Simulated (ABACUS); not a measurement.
The system is Au.

```xyz
1
Lattice="2.8779 0.0000 0.0000 1.4390 2.4924 0.0000 1.4390 0.8308 2.3498" Properties=species:S:1:pos:R:3 pbc="T T T"
Au    0.0000    0.0000    0.0000
```

Program: ABACUS 3.10.1. Alike in all runs: task single point; no spin polarisation; cell as given; smearing fermi-dirac 0.05 eV.

**Question.** Order these runs on this cell by their pressure, lowest first.
A. level LDA; potentials or basis PseudoDojo NC SR 0.4.1 LDA standard, DZP LCAO (the cutoffs set its grid); k mesh 10 × 10 × 10; cutoff (eV) 1361; SCF threshold on the density 1e-07; eigensolver genelpa; orbital files Au Au_confined-atom_7au_3s2p2d1f.orb
B. level B86bPBE; potentials or basis Ansatz NC PBE, plane waves; k mesh 9 × 9 × 9; cutoff (eV) 1034; SCF threshold on the density 1e-08; eigensolver dav
C. level BLYP; potentials or basis PseudoDojo NC SR 0.5 PBE stringent, DZP LCAO (the cutoffs set its grid); k mesh 10 × 10 × 10; cutoff (eV) 1361; SCF threshold on the density 1e-07; eigensolver genelpa; orbital files Au Au_confined-atom_7au_3s2p2d1f.orb

**Answer.** A (-1.7 GPa), B (12.7 GPa), C (24.3 GPa).

Caveats: the potentials were made for another functional, which shifts forces and pressure (some runs); the atomic orbitals were generated for these runs and aren't a published set (some runs); the basis of atomic orbitals isn't converged, which shifts pressures, moduli and gaps (some runs); so large a pressure means that the cell lies far from this level's equilibrium, or that cutoff or potentials fall short (some runs).
